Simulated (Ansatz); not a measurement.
**Preparing Al2O3 (R-3c) as a host crystal**

Aim: the runs on the perfect crystal Al2O3 (R-3c) that a defect calculation needs first.

Method: plane-wave PAW DFT, PBEsol; relaxation of the host's cell and atoms; PAW set soft_1, in the first sound run; inputs show where later runs differ, in Ansatz 0.2.0.

## 1. The starting structure

It takes space group R-3c (No. 167, trigonal). Conventional cell: a = 4.805 Å, b = 4.805 Å, c = 13.116 Å, α = 90.00°, β = 90.00°, γ = 120.00°. Al has 6 O at 1.87 to 1.99 Å nearest. Nearest to O lie 4 Al at 1.87 to 1.99 Å. Farther neighbours and most contacts between anions are not listed.

## 2. Host cell relaxation

Lattice and positions are set free, within the symmetry that the program keeps.

cell/input.yaml reads:

```yaml
crystal:
  lattice:
    - [2.4025136, 1.3870919, 4.3720844]
    - [-2.4025136, 1.3870919, 4.3720844]
    - [0.0, -2.7741838, 4.3720844]
  atoms:
    - { symbol: Al, position: [0.647904, 0.647904, 0.647904] }
    - { symbol: Al, position: [0.852096, 0.852096, 0.852096] }
    - { symbol: Al, position: [0.147904, 0.147904, 0.147904] }
    - { symbol: Al, position: [0.352096, 0.352096, 0.352096] }
    - { symbol: O, position: [0.4438545, 0.0561455, 0.75] }
    - { symbol: O, position: [0.9438545, 0.25, 0.5561455] }
    - { symbol: O, position: [0.0561455, 0.75, 0.4438545] }
    - { symbol: O, position: [0.75, 0.4438545, 0.0561455] }
    - { symbol: O, position: [0.25, 0.5561455, 0.9438545] }
    - { symbol: O, position: [0.5561455, 0.9438545, 0.25] }
basis:
  ecutwfc: 420
  xc_grid: 2
hamiltonian:
  xc: pbesol
  pseudopotentials: { kind: paw, azcp: { folder: soft_1 }, xc_functional: pbe }
kpoints:
  mp_grid: { grid: [7, 7, 7] }
scf:
  occupations: { method: fixed }
  max_iter: 100
relax:
  f_tol: 0.005
  max_steps: 60
  cell: {}
output:
  forces: true
  stress: true
checkpoint:
  write: "../cell.run"
  compress: false
  write_wavefunctions: false
  write_every: 100000
```

The run is started by

```bash
> ansatz run input.yaml --threads 32 --pin off --max-ram 84787MiB --backend cuda --events-out ev --progress --plain --runs-dir out --max-vram 78GiB
```

Numbers of over 12 decimals in the logs are rounded to 6 here.

The log of the run:

```text
[... repeated set-up lines and file paths are left out, and long positions are rounded to six places ...]
Engine: ansatz 0.2.0, aarch64-unknown-linux-gnu
Pseudopotentials: kind: paw
Pseudopotential: Al, paw, valence charge 3, recommended cutoff 420 eV (normal), soft_1/Al.paw.azcp
Pseudopotential: O, paw, valence charge 6, recommended cutoff 420 eV (normal), soft_1/O.paw.azcp
Functional definition: PBEsol
  exchange = pbesol_x
  correlation = pbesol_c
[...]
Crystal: 10 atoms, lattice volume = 87.420 Å³
Basis set: ecut = 420 eV, 1707 PW (Γ), exchange–correlation on 72×72×72 points (8 copies of the dense FFT grid, shifted against one another)
Bands: 34, of which v1, the nominal top of the filled ones, is band 24 counted from 1 (23 counted from 0)
Symmetry: 12 space group operations
Space group: R-3c (ITA 167), of the structure as read, at distance tolerance 4.4e-5 Å
k-points: 44 of 343
Non-local potential: Al, projectors of the file, l = 0: 2, l = 1: 2, l = 2: 1
Non-local potential: O, projectors of the file, l = 0: 2, l = 1: 2, l = 2: 1
PAW form: soft (Blöchl's): semilocal exchange-correlation on the pseudo side does not see the compensation charge
PAW frozen core: Al, regenerated for the run's functional, and the local potential with it (the file was generated under x = pbe(κ = 0.804, μ = 0.219515), c = pbe(β = 0.066725))
PAW frozen core: O, regenerated for the run's functional, and the local potential with it (the file was generated under x = pbe(κ = 0.804, μ = 0.219515), c = pbe(β = 0.066725))
PAW one-centre angular grid: Al, 110 points (default); XC on 64 Gauss nodes
PAW one-centre angular grid: O, 110 points (default); XC on 64 Gauss nodes
Initial density: superposition of atomic densities (chi_scale 0.1, normalization cell, long waves kept (reshape's long-wave potential 0.00 eV rms))
Initial wavefunctions: pseudopotential atomic-orbital guess
[...]
Functional: x = pbesol(κ = 0.804, μ = 0.123457), c = pbesol(β = 0.046)
SCF iter   1: F=—  HF=-5481.976250 eV  |Δ(HF+E_count)|=         —  Δρ=1.14e-1  dr2=1.11e1  Hψ=5673
preconditioner: auto → Resta (q_TF=auto, 2.469 Å⁻¹)  ε∞=3.3  [insulator: Δε(μ)=6.745 eV  Ē_g=18.002 eV  n_scr=20 (ndim 8)  ℏωp=27.5 eV  f_vac=0.000  ε∞_Penn≈3.3]
SCF iter   2: F=—  HF=-5479.046562 eV  |Δ(HF+E_count)|=    2.93e0  Δρ=4.12e-2  dr2=7.20e-1  Hψ=3222
SCF iter   3: F=—  HF=-5478.900428 eV  |Δ(HF+E_count)|=   1.46e-1  Δρ=2.04e-2  dr2=2.09e-1  Hψ=1405
automatic band count: iteration 3 solves 31 bands in place of 34: the levels show a gap, and the empty bands left out lie too high to hold charge; the band table lists the bands solved (type scf.n_extra_bands for more)
[...]
SCF 1 converged in 7 iterations: F = -5478.866648 eV  dr2 = 1.35e-8
  greatest PAW one-centre occupation: 0.855 electrons in one spin orbital (limit 2), on the O atom at site 9 (counted from 0), in its partial waves of l = 0
relax step   1: F+E_penalty+E_count = -5478.86664780 eV  Δ(F+E_penalty+E_count) = +0.000e0 eV  max|allowed force component| = 5.383e-2 eV/Å  Δτ_max = 0.0000 Å  P = -4.934 GPa  Ω = 87.420 Å³  (7 SCF iters, dr2 threshold 1.00e-7 eV, accepted)
[... the SCF cycles and remarks between the steps are left out from here to the last step ...]
relax step   2: F+E_penalty+E_count = -5478.88897258 eV  Δ(F+E_penalty+E_count) = -2.232e-2 eV  max|allowed force component| = 3.406e-2 eV/Å  Δτ_max = 0.0020 Å  P = -2.743 GPa  Ω = 86.605 Å³  energy of the carried Pulay correction = +2.669e-3 eV  (5 SCF iters, dr2 threshold 1.00e-6 eV, accepted)
relax step   3: F+E_penalty+E_count = -5478.90069704 eV  Δ(F+E_penalty+E_count) = -1.172e-2 eV  max|allowed force component| = 3.339e-2 eV/Å  Δτ_max = 0.0007 Å  P = +0.056 GPa  Ω = 85.619 Å³  energy of the carried Pulay correction = +5.930e-3 eV  (5 SCF iters, dr2 threshold 1.00e-6 eV, accepted)
relax step   4: F+E_penalty+E_count = -5478.90077364 eV  Δ(F+E_penalty+E_count) = -7.660e-5 eV  max|allowed force component| = 1.716e-2 eV/Å  Δτ_max = 0.0009 Å  P = +0.010 GPa  Ω = 85.629 Å³  energy of the carried Pulay correction = +5.895e-3 eV  (4 SCF iters, dr2 threshold 6.97e-8 eV, accepted)
relax step   5: F+E_penalty+E_count = -5478.90078721 eV  Δ(F+E_penalty+E_count) = -1.356e-5 eV  max|allowed force component| = 4.335e-3 eV/Å  Δτ_max = 0.0008 Å  P = -0.010 GPa  Ω = 85.636 Å³  energy of the carried Pulay correction = +5.873e-3 eV  (4 SCF iters, dr2 threshold 1.84e-8 eV, accepted)
relax step   6: F+E_penalty+E_count = -5478.89562580 eV  Δ(F+E_penalty+E_count) = +5.161e-3 eV  max|allowed force component| = 4.295e-3 eV/Å  Δτ_max = 0.0000 Å  P = -0.136 GPa  Ω = 85.636 Å³  stress off target by 1.42e-1 GPa  SCF on the basis re-selected at this cell (its energy is not comparable with the rows above)  (5 SCF iters)
relax step   7: F+E_penalty+E_count = -5478.89580295 eV  Δ(F+E_penalty+E_count) = -1.771e-4 eV  max|allowed force component| = 1.359e-5 eV/Å  Δτ_max = 0.0003 Å  P = -0.002 GPa  Ω = 85.590 Å³  energy of the carried Pulay correction = +1.533e-4 eV  (4 SCF iters, dr2 threshold 5.04e-8 eV, accepted)
[...]
iter 1 solved again at ethr=4.23e-8 eV; its pass at ethr=3.10e-3 eV (dr2=2.03e-5 eV) is discarded
SCF iter   1: F=—  HF=-5478.895454 eV  |Δ(HF+E_count)|=         —  Δρ=6.50e-6  dr2=9.00e-9  Hψ=9858
[...]
SCF iter   2: F=—  HF=-5478.895609 eV  |Δ(HF+E_count)|=   1.55e-4  Δρ=3.03e-6  dr2=3.18e-9  Hψ=2333
SCF iter   3: F=—  HF=-5478.895609 eV  |Δ(HF+E_count)|=   1.87e-9  Δρ=1.08e-6  dr2=5.47e-10  Hψ=2276
SCF iter   4: F=-5478.895609 eV  HF=-5478.895609 eV  |Δ(HF+E_count)|=  1.92e-10  Δρ=2.19e-7  dr2=3.03e-11  Hψ=9776
SCF 8 converged in 4 iterations: F = -5478.895609 eV  dr2 = 3.03e-11
relax step   8: F+E_penalty+E_count = -5478.89560894 eV  Δ(F+E_penalty+E_count) = +1.940e-4 eV  max|allowed force component| = 5.921e-6 eV/Å  Δτ_max = 0.0000 Å  P = -0.004 GPa  Ω = 85.590 Å³  stress off target by 4.29e-3 GPa  SCF on the basis re-selected at this cell (its energy is not comparable with the rows above)  (4 SCF iters)
basis re-selected at this cell: Δ(F+E_penalty+E_count) = +1.940e-4 eV, ΔP = -0.002 GPa vs the last step (what re-selecting the basis moved, of the pressure what is left beyond the Pulay correction that the steps carried, after the strain that the cell walked [...]
SCF converged after 4 iterations
Free energy (F): -5478.895609 eV
Harris-Foulkes:  -5478.895609 eV  (|F-HF|=1.18e-11)
Internal energy: -5478.895609 eV  (E = F + TS)
E sigma→0 (E₀):  -5478.895609 eV
Fermi energy:    7.505289 eV
--- Per-component energies (eV) ---
  E_band       = 56.363006
  E_kinetic    = 1136.317969
  E_local      = -1961.672923  (includes V_loc(G=0)·N_el)
  E_nonlocal   = 353.346541
  E_hartree    = 741.660426
  E_xc         = -584.977166
  E_vxc        = -676.777797  (∫ρ·V_xc dr)
  E_paw        = -2772.327584  (= ΣΔE_a)
  E_vpaw       = -278.176404  (= ΣTr[D̂ρ^β])
  E_aug_tail   = 0.004758  (compensation charges beyond the density's cutoff)
  E_ewald      = -2391.535914
  E_core_change = 0.288284  (= ΣΔE_core)
  E_smearing   = -0.000000  (= −TS)
  E_closure    = 0.000000  (closes the sum)
  Σ components = -5478.895609   (vs F -5478.895609, Δ=0.00e0)
--- Forces (eV/Å), atoms counted from 1 ---
  atom   1  Al    -0.00000000     0.00000000     0.00000592
  atom   2  Al    -0.00000000     0.00000000    -0.00000592
  atom   3  Al     0.00000000    -0.00000000     0.00000592
  atom   4  Al     0.00000000    -0.00000000    -0.00000592
  atom   5  O     -0.00000430    -0.00000000     0.00000000
  atom   6  O     -0.00000215    -0.00000372    -0.00000000
  [... 4 more lines of this table ...]
  max |Σ_I F_I| component: 2.89e-18 eV/Å
--- Stress (GPa, compression-positive) ---
       -0.004291      -0.000000       0.000000
       -0.000000      -0.004291      -0.000000
        0.000000       0.000000      -0.002904
  P = ⅓ Tr σ = -0.0038 GPa (-0.038 kbar)
--- Band table (eV; the first three rows and the last of 44) ---
  k-point 0: bands = ["-11.6205", "-9.2757", "-8.9964", "-8.9964", "-8.6770", "-8.6770", "0.5870", "1.5715", "1.9435", "1.9435", "3.0574", [... rest cut ...]
  k-point 1: bands = ["-11.5149", "-9.3232", "-9.0657", "-9.0180", "-8.7285", "-8.6836", "0.7025", "1.3537", "1.8076", "2.4440", "2.5575", [... rest cut ...]
--- Relaxed structure (6 steps of the walk, 6 accepted, 2 SCFs on fresh bases) ---
  F+E_penalty+E_count = -5478.89560894 eV   max|allowed force component| = 5.921e-6 eV/Å   (the final SCF, on the basis selected at the relaxed cell)
  cell:  # Å, volume = 85.5896 Å³
    - [2.386653, 1.377935, 4.337622]
    - [-2.386653, 1.377935, 4.337622]
    - [0, -2.755869, 4.337622]
  atoms:
    - { symbol: Al, position: [0.647953, 0.647953, 0.647953] }
    - { symbol: Al, position: [0.852047, 0.852047, 0.852047] }
    - { symbol: Al, position: [0.147953, 0.147953, 0.147953] }
    - { symbol: Al, position: [0.352047, 0.352047, 0.352047] }
    - { symbol: O, position: [0.444168, 0.055832, 0.750000] }
    - { symbol: O, position: [0.944168, 0.25, 0.555832] }
  [... 4 more lines of this table ...]
```

It took 3.3 s on 1 × NVIDIA GB200 with 32 threads of Arm Neoverse V2, shared host; peak memory 0.95 GiB; 15 s of CPU time.

Step by step:

```csv
step,energy less that of the first step (eV),largest force component (eV/Å),pressure (GPa),volume (Å³)
1,0.0000,0.0538,-4.93,87.42
2,-0.0223,0.0341,-2.74,86.60
3,-0.0340,0.0334,0.06,85.62
4,-0.0341,0.0172,0.01,85.63
5,-0.0341,0.0043,-0.01,85.64
6,-0.0290,0.0043,-0.14,85.64
7,-0.0292,0.0000,0.00,85.59
8*,-0.0290,0.0000,0.00,85.59
```

Relaxation steps marked * repeat the geometry before them on a plane-wave basis chosen anew for their cell, so energy and pressure can jump there. The log counts 2 steps on a newly chosen plane-wave basis, not all of them marked here; energy and pressure can jump at such steps.

Forces are held to the 12 operations that the run works with; a distortion that breaks them can't arise in this run.

```csv
"conventional cell, symmetrised",before,after,change
a (Å),4.805,4.773,-0.7 %
b (Å),4.805,4.773,-0.7 %
c (Å),13.116,13.013,-0.8 %
volume (Å³/atom),8.74,8.56,-2.1 %
```

Numbers from this step:

* pressure: -0.003828 GPa

The relaxation ends with a pressure of 0.00 GPa.

## 3. Dielectric tensors of the host

The response to a uniform electric field gives the electronic dielectric tensor.

This step: plane-wave PAW DFPT, PBEsol; dielectric tensors, Born charges and zone-centre modes of the host; PAW set soft_1 (Ansatz 0.2.0).

eps/input.yaml reads:

```yaml
crystal:
  lattice:
    - [2.3866527243, 1.3779345928, 4.3376222509]
    - [-2.3866527243, 1.3779345928, 4.3376222509]
    - [0.0, -2.7558691857, 4.3376222509]
  atoms:
    - { symbol: Al, position: [0.647953199, 0.647953199, 0.647953199] }
    - { symbol: Al, position: [0.852046801, 0.852046801, 0.852046801] }
    - { symbol: Al, position: [0.147953199, 0.147953199, 0.147953199] }
    - { symbol: Al, position: [0.352046801, 0.352046801, 0.352046801] }
    - { symbol: O, position: [0.4441682928, 0.0558317072, 0.75] }
    - { symbol: O, position: [0.9441682928, 0.25, 0.5558317072] }
    - { symbol: O, position: [0.0558317072, 0.75, 0.4441682928] }
    - { symbol: O, position: [0.75, 0.4441682928, 0.0558317072] }
    - { symbol: O, position: [0.25, 0.5558317072, 0.9441682928] }
    - { symbol: O, position: [0.5558317072, 0.9441682928, 0.25] }
basis:
  ecutwfc: 420
hamiltonian:
  xc: pbesol
  pseudopotentials: { kind: paw, azcp: { folder: soft_1 }, xc_functional: pbe }
kpoints:
  mp_grid: { grid: [6, 6, 6] }
scf:
  occupations: { method: fixed }
  max_iter: 100
phonons:
  method: dfpt
  dielectric: true
  rigid_motions: translations
```

The log of the run:

```text
[...]
Crystal: 10 atoms, lattice volume = 85.590 Å³
Basis set: ecut = 420 eV, 1653 PW (Γ), exchange–correlation on 72×72×72 points (8 copies of the dense FFT grid, shifted against one another)
Bands: 34, of which v1, the nominal top of the filled ones, is band 24 counted from 1 (23 counted from 0)
Symmetry: 12 space group operations
k-points: 112 of 216 (irreducible under 1 space group operation, time reversal used)
[...]
SCF iter   1: F=—  HF=-5482.114536 eV  |Δ(HF+E_count)|=         —  Δρ=1.18e-1  dr2=1.13e1  Hψ=14584
[...]
SCF iter   9: F=-5478.895573 eV  HF=-5478.895573 eV  |Δ(HF+E_count)|=  1.24e-10  Δρ=9.41e-8  dr2=6.61e-12  Hψ=25721
SCF 1 converged in 9 iterations: F = -5478.895573 eV  dr2 = 6.61e-12
[...]
the response reads at least the filled bands of the reference SCF and the lowest empty band at each k-point, and that SCF's band table does not vouch for those bands. The notice of the band table in this run's record says why
[...]
NSCF: frozen V_eff on 1 k-points
[...]
NSCF: frozen V_eff on 32 k-points, pencils in batches of 32, up to order 136
[...]
DFPT response loops at q = (0, 0, 0) (fractional): preconditioner auto → none (the input reference at scf.mixing.eps_inf says where Resta's filter doesn't serve); β = 0.50; Anderson in place of MSR1; [...]
[...]
DFPT response loops at Γ: preconditioner auto → none (the input reference at scf.mixing.eps_inf says where Resta's filter doesn't serve); β = 0.50; Broyden in place of MSR1
SCF converged after 9 iterations
[...]
Born effective charges Z* (e; rows j = field, columns β = displacement):
    site 0:
         2.97855   -0.03055   -0.00000
         0.03055    2.97855    0.00000
         0.00000    0.00000    2.94565
    site 1:
         2.97855    0.03055    0.00000
        -0.03055    2.97855    0.00000
        -0.00000    0.00000    2.94565
    site 2:
         2.97855    0.03055    0.00000
        -0.03055    2.97855    0.00000
        -0.00000    0.00000    2.94565
    site 3:
         2.97855   -0.03055   -0.00000
         0.03055    2.97855    0.00000
         0.00000    0.00000    2.94565
    site 4:
        -2.08733    0.00000   -0.00000
        -0.00000   -1.88407    0.27155
        -0.00000    0.36483   -1.96377
    site 5:
        -1.93489   -0.08802    0.23517
        -0.08802   -2.03652   -0.13578
         0.31595   -0.18242   -1.96377
    site 6:
        -1.93489   -0.08802    0.23517
        -0.08802   -2.03652   -0.13578
         0.31595   -0.18242   -1.96377
    site 7:
        -1.93489    0.08802   -0.23517
         0.08802   -2.03652   -0.13578
        -0.31595   -0.18242   -1.96377
    site 8:
        -1.93489    0.08802   -0.23517
         0.08802   -2.03652   -0.13578
        -0.31595   -0.18242   -1.96377
    site 9:
        -2.08733    0.00000   -0.00000
        -0.00000   -1.88407    0.27155
        -0.00000    0.36483   -1.96377
  Z* charge neutrality: 1.639e-5 e pre-enforcement
  k-mesh period / interband length: 28.6 Å / 1.27 Å = 22.51 at k = (0.0000, 0.0000, 0.0000), direct gap 6.038 eV — 14 or more, which is no proof of convergence
  optical modes at Γ without the LO–TO term, one row a degenerate level:
      ω (cm⁻¹)  modes    IR ((D/Å)²/amu)
        298.24      1             0.0000
        363.84      2             0.0000
        377.31      2             2.8782
        383.84      1            38.5127
        406.16      1             0.0000
        421.09      2             0.0000
        425.52      2            37.9575
        433.81      2             0.0000
        514.51      1             0.0000
        558.01      2            81.4602
[...]
optical modes at Γ + LO–TO along q̂ = [1.0000, 0.0000, 0.0000]:
      ω (cm⁻¹)  modes    IR ((D/Å)²/amu)
[...]
optical modes at Γ + LO–TO along q̂ = [0.0000, 1.0000, 0.0000]:
      ω (cm⁻¹)  modes    IR ((D/Å)²/amu)
[...]
optical modes at Γ + LO–TO along q̂ = [0.0000, 0.0000, 1.0000]:
      ω (cm⁻¹)  modes    IR ((D/Å)²/amu)
[...]
433.81      2             0.0000
        487.20      1             2.0851
        514.51      1             0.0000
        558.01      2            81.4602
        562.64      2             0.0000
        589.66      1             0.0000
        614.84      2             7.4447
        625.67      1             0.0000
        674.54      1             0.0000
        730.66      2             0.0000
        731.24      1             0.0000
        851.48      1            62.1090
```

Run time: 6.9 s. Hardware: 1 × NVIDIA GB200 with 32 threads; peak memory 1.8 GiB.

In the SCF lines HF is the Harris–Foulkes energy and dr2 the Hartree energy of the density residual, in eV; the loop may stop once dr2 is under the threshold and the program's other checks hold. Hψ counts applications of the Hamiltonian.

Electronic dielectric tensor:

```
3.29 0.00 0.00
0.00 3.29 0.00
0.00 0.00 3.26
```

Static dielectric tensor:

```
 9.66  0.00  0.00
 0.00  9.66  0.00
 0.00  0.00 11.75
```

The principal values of the electronic dielectric tensor are 3.26, 3.29 and 3.29. The principal values of the static dielectric tensor are 9.66, 9.66 and 11.75.

(Continued in part 2 of 2.)

[Logs are printed without paths, hosts, clocks, repeated set-up lines and the standing remarks that a program may print on its own settings, such as how far it seeks lower states.]

[Hosts, paths, dates, database ids (printed as entryN), source tags and the programs' standing remarks are cut or masked in the printed files.]

[Runs of the host that timed out are not shown.]

[For some hosts the program warned that the k-mesh of the response run may be too coarse for force constants and the static dielectric constant; such warnings are not always shown.]
